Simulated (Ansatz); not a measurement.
Every step of a relaxation of Se (omega type)

DFT, PBE, PAW with Ansatz's default frozen-core files, scalar-relativistic (Ansatz 0.2.0); a Γ-centred 8×8×11 k mesh, Fermi–Dirac smearing of 0.08 eV, no spin polarisation. The run relaxes cell and atoms at a target pressure of 0 GPa.

Command: `ansatz run input.yaml --threads 1 --pin off --max-ram 3072MiB --backend cpu --events-out ev --progress --plain --runs-dir out` It took 71 s on 1 thread of Arm Neoverse V1, with other jobs on the host, peak memory 0.39 GiB.

```yaml
crystal:
  lattice:
    - [4.8956016906, 0.0, 0.0]
    - [-2.4478008453, 4.2397154309, 0.0]
    - [0.0, 0.0, 3.0352730482]
  atoms:
    - { symbol: Se, position: [0.0, 0.0, 0.0] }
    - { symbol: Se, position: [0.3333333333, 0.6666666667, 0.5] }
    - { symbol: Se, position: [0.6666666667, 0.3333333333, 0.5] }
kpoints:
  mp_grid: { grid: [8, 8, 11] }
scf:
  occupations: { method: fermi_dirac, width: 0.08 }
hamiltonian:
  xc: pbe
  pseudopotentials: { kind: paw }
output:
  forces: true
  stress: true
  write_density: true
  write_potential: true
  elf: true
  volumetric_format: npy
relax:
  f_tol: 0.005
  max_steps: 40
  cell: {}
```

Each step lists its free energy a cell above the last geometry, the pressure, the cell vectors (Å), and Cartesian positions (Å) with forces (eV/Å).

The first step:

```
step 1  dF = 155.42 meV  P = -0.87 GPa
  cell 4.8956 0.0000 0.0000  -2.4478 4.2397 0.0000  0.0000 0.0000 3.0353
  Se 0.0000 0.0000 0.0000   0.0000 0.0000 0.0000
  Se 0.0000 2.8265 1.5176   0.0000 0.0000 0.0000
  Se 2.4478 1.4132 1.5176   0.0000 0.0000 0.0000
```

Problem. Where does the relaxation end, and by which steps?

Solution. After 9 geometries, with conventional a, b, c = 5.201, 5.201, 2.694 Å, at 21.037 Å³/atom (+0.17 % against the start) in space group P6/mmm, with a shortest distance of 2.694 Å. The further steps:
```
step 2  dF = 149.77 meV  P = 0.46 GPa
  cell 4.8804 0.0000 0.0000  -2.4402 4.2266 0.0000  0.0000 0.0000 2.9924
  Se 0.0000 0.0000 0.0000   0.0000 0.0000 0.0000
  Se 0.0000 2.8177 1.4962   0.0000 0.0000 0.0000
  Se 2.4402 1.4089 1.4962   0.0000 0.0000 0.0000
step 3  dF = 141.18 meV  P = 1.28 GPa
  cell 4.8926 0.0000 0.0000  -2.4463 4.2371 0.0000  0.0000 0.0000 2.9406
  Se 0.0000 0.0000 0.0000   0.0000 0.0000 0.0000
  Se 0.0000 2.8248 1.4703   0.0000 0.0000 0.0000
  Se 2.4463 1.4124 1.4703   0.0000 0.0000 0.0000
step 4  dF = 126.38 meV  P = 1.92 GPa
  cell 4.9162 0.0000 0.0000  -2.4581 4.2575 0.0000  0.0000 0.0000 2.8856
  Se 0.0000 0.0000 0.0000   0.0000 0.0000 0.0000
  Se 0.0000 2.8384 1.4428   0.0000 0.0000 0.0000
  Se 2.4581 1.4192 1.4428   0.0000 0.0000 0.0000
step 5  dF = 109.46 meV  P = 1.89 GPa
  cell 4.9458 0.0000 0.0000  -2.4729 4.2832 0.0000  0.0000 0.0000 2.8521
  Se 0.0000 0.0000 0.0000   0.0000 0.0000 0.0000
  Se 0.0000 2.8554 1.4260   0.0000 0.0000 0.0000
  Se 2.4729 1.4277 1.4260   0.0000 0.0000 0.0000
step 6  dF = 0.78 meV  P = 0.19 GPa
  cell 5.1751 0.0000 0.0000  -2.5875 4.4817 0.0000  0.0000 0.0000 2.7047
  Se 0.0000 0.0000 0.0000   0.0000 0.0000 0.0000
  Se 0.0000 2.9878 1.3524   0.0000 0.0000 0.0000
  Se 2.5875 1.4939 1.3524   0.0000 0.0000 0.0000
step 7  dF = 0.83 meV  P = 0.48 GPa  (not accepted)
  cell 5.2029 0.0000 0.0000  -2.6014 4.5058 0.0000  0.0000 0.0000 2.6796
  Se 0.0000 0.0000 0.0000   0.0000 0.0000 0.0000
  Se 0.0000 3.0039 1.3398   0.0000 0.0000 0.0000
  Se 2.6014 1.5019 1.3398   0.0000 0.0000 0.0000
step 8  dF = 0.07 meV  P = -0.01 GPa
  cell 5.1954 0.0000 0.0000  -2.5977 4.4993 0.0000  0.0000 0.0000 2.6978
  Se 0.0000 0.0000 0.0000   0.0000 0.0000 0.0000
  Se 0.0000 2.9996 1.3489   0.0000 0.0000 0.0000
  Se 2.5977 1.4998 1.3489   0.0000 0.0000 0.0000
step 9  dF = 0.00 meV  P = 0.01 GPa
  cell 5.2014 0.0000 0.0000  -2.6007 4.5046 0.0000  0.0000 0.0000 2.6935
  Se 0.0000 0.0000 0.0000   0.0000 0.0000 0.0000
  Se 0.0000 3.0030 1.3468   0.0000 0.0000 0.0000
  Se 2.6007 1.5015 1.3468   0.0000 0.0000 0.0000
step 10  dF = 0.12 meV  P = 0.01 GPa  (same geometry on a basis chosen anew; earlier energies don't compare to the last digit)
  cell 5.2014 0.0000 0.0000  -2.6007 4.5046 0.0000  0.0000 0.0000 2.6935
  Se 0.0000 0.0000 0.0000   0.0000 0.0000 0.0000
  Se 0.0000 3.0030 1.3468   0.0000 0.0000 0.0000
  Se 2.6007 1.5015 1.3468   0.0000 0.0000 0.0000
```
